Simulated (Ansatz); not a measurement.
Space group P1 (No. 1). a = 6.163 Å, b = 7.139 Å, c = 7.154 Å, α = 79.79°, β = 64.73°, γ = 64.71°
| atom | site | symmetry | x | y | z |
| --- | --- | --- | --- | --- | --- |
| Sn | 1a | 1 | 0.3135 | 0.7744 | 0.6343 |
| Sn | 1a | 1 | 0.7189 | 0.2255 | 0.3657 |
| Sn | 1a | 1 | 0.0850 | 0.6338 | 0.2276 |
| Sn | 1a | 1 | 0.9468 | 0.3662 | 0.7723 |
| Se | 1a | 1 | 0.5522 | 0.6326 | 0.2303 |
| Se | 1a | 1 | 0.4158 | 0.3674 | 0.7697 |
| Se | 1a | 1 | 0.7827 | 0.7708 | 0.6355 |
| Se | 1a | 1 | 0.1850 | 0.2292 | 0.3645 |

Equation of state of this SnSe structure (not necessarily the ground state), with shape and atoms relaxed at each volume where symmetry leaves them free. All numbers below come from DFT PBE, scalar-relativistic, plane waves, PAW in Ansatz.

Settings: cutoff 420 eV, Γ-centred mesh 6×4×4 on the computed 8-atom cell, Gaussian smearing of 0.02 eV; no spin polarisation.

```csv
V (Å³/atom),E − E(largest V) (meV/atom),P (GPa),gap on mesh (eV)
31.200,-5.08,0.28,0.89
32.165,-5.78,-0.01,1.00
33.130,-5.03,-0.25,1.07
34.095,-3.29,-0.35,1.14
35.381,0.00,-0.49,1.20
```

**Question.** Fit a third-order Birch–Murnaghan equation, E = E0 + (9V0B0/16)·[(x − 1)³B0' + (x − 1)²(6 − 4x)] with x = (V0/V)^(2/3), to E(V).

**Answer.** V0 = 32.09 Å³/atom, B0 = 8 GPa, B0' = 10.4. B0' is unusual or poorly fixed by this range.

The cell holds layers, chains or molecules and no dispersion correction was added, so their binding is poorly described.

The slope of the tabulated pressures gives B = 9 GPa at V0, so the fit is only rough here.

The cell was found from a structure generator's guess, not taken from experiment.
